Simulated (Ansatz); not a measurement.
**SnSe: equation of state with PBE**

SnSe:

```
Sn Se
1.0
     0.00000    3.01000    3.01000
     3.01000    0.00000    3.01000
     3.01000    3.01000    0.00000
Sn Se
1 1
Direct
  0.00000 0.00000 0.00000
  0.50000 0.50000 0.50000
```

Measurements of this composition are mostly on another form, of space group No. 62.

| Property | Result |
| --- | --- |
| Program | Ansatz 0.2.0 |
| Task | equation of state |
| Functional | PBE |
| Potentials or basis | PseudoDojo stringent |
| Cutoff | 1415 eV |
| Density cutoff | 5660 eV |
| k mesh | 8 × 8 × 8 |
| Occupations | fermi-dirac, width 0.05 eV |
| Spin | no spin polarisation |

```
Equilibrium volume                      : 27.80 Å³/atom
Bulk modulus                            : 49 GPa
Pressure derivative of the bulk modulus : 4.3
```

Energy against volume, from the lowest point:
```csv
volume (Å³/atom),energy (meV/atom)
25.635,29.60
26.180,15.97
26.725,6.78
27.271,1.58
27.816,0.00
28.362,1.65
28.907,6.22
```

All runs of the series together: 50 s on 2 threads of Arm Neoverse V1, with other jobs on the host.

PBE usually gives volumes a little too large and moduli too small. Zero-point motion and thermal expansion aren't in these numbers.
